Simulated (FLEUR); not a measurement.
# Te2Pt (Moncheite): equation of state with PBEsol

Te2Pt (Moncheite):

```
CELL_PARAMETERS angstrom
4.01000 0.00000 0.00000
-2.00500 3.47276 0.00000
0.00000 0.00000 5.20100
ATOMIC_POSITIONS crystal
Pt 0.00000 0.00000 0.00000
Te 0.66667 0.33333 0.75000
Te 0.33333 0.66667 0.25000
```

- Program: FLEUR MaX-R8.1 (later development tree)
- Task: equation of state
- Functional: PBEsol
- Potentials or basis: all-electron
- Basis: FLAPW
- Kmax: 4.83 1/bohr
- k mesh: 8 × 8 × 5
- Occupations: fermi-dirac, width 0.05 eV
- Spin: no spin polarisation
- Gmax: 15 1/bohr
- Muffin-tin radii: Pt 2.48, Te 2.03 bohr
- lmax: Pt 10, Te 8
- lnonsphr: Pt 10, Te 8
- Local orbitals a species: Pt 5, Te 6

```yaml
Equilibrium_volume: 25.01 Å³/atom
Bulk_modulus_at_fixed_shape_and_positions: 106 GPa
Pressure_derivative_of_the_bulk_modulus: 4.9
```

Energy against volume, from the lowest point:
```csv
volume (Å³/atom),energy (meV/atom)
22.694,85.83
23.177,51.59
23.660,26.80
24.143,10.60
24.626,1.93
25.108,0.00
25.591,4.14
```

Caveat: the cell was scaled at fixed shape and fractional positions, which overstates the stiffness of a crystal with free parameters, most of all of layers and chains. The run has no spin-orbit coupling, so splittings on Pt, Te are missing.
